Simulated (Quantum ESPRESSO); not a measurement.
WC:

```
W C
1.0
     0.00000    2.19268    2.19268
     2.19268    0.00000    2.19268
     2.19268    2.19268    0.00000
W C
1 1
Direct
  0.00000 0.00000 0.00000
  0.50000 0.50000 0.50000
```

Measurements of this composition are mostly on another form, of space group No. 187.

| Property | Result |
| --- | --- |
| Program | Quantum ESPRESSO 7.5 |
| Task | single point |
| Functional | PBE |
| Potentials or basis | SSSP 1.3 efficiency PBE |
| Cutoff | 748 eV |
| Density cutoff | 5987 eV |
| k mesh | 10 × 10 × 10 |
| Occupations | fermi-dirac, width 0.05 eV |
| Spin | no spin polarisation |

On this cell: pressure -0.8 GPa; largest force zero by symmetry; band gap on the k mesh none (metal or under the smearing width).

The same run follows on a disturbed copy (atoms moved at random, drawn with an rms of 0.05 Å):

```
W C
1.0
     0.00000    2.19268    2.19268
     2.19268    0.00000    2.19268
     2.19268    2.19268    0.00000
W C
1 1
Direct
  0.98258 0.99518 0.00280
  0.51745 0.50594 0.48678
```

Problem. What does the disturbed cell give?

Solution. The energy (extrapolated to zero smearing) moves by +20.2 meV/atom; pressure 1.2 GPa; largest force 0.742 eV/Å; band gap on the k mesh none (metal or under the smearing width).

Forces in eV/Å, atoms in the order of the input:
```
W   -0.079  0.290  0.679
C    0.079 -0.290 -0.679
```

Stress tensor (GPa, compression positive):
```
-0.86 -0.02  0.00
-0.02 -0.02 -0.04
 0.00 -0.04  4.41
```
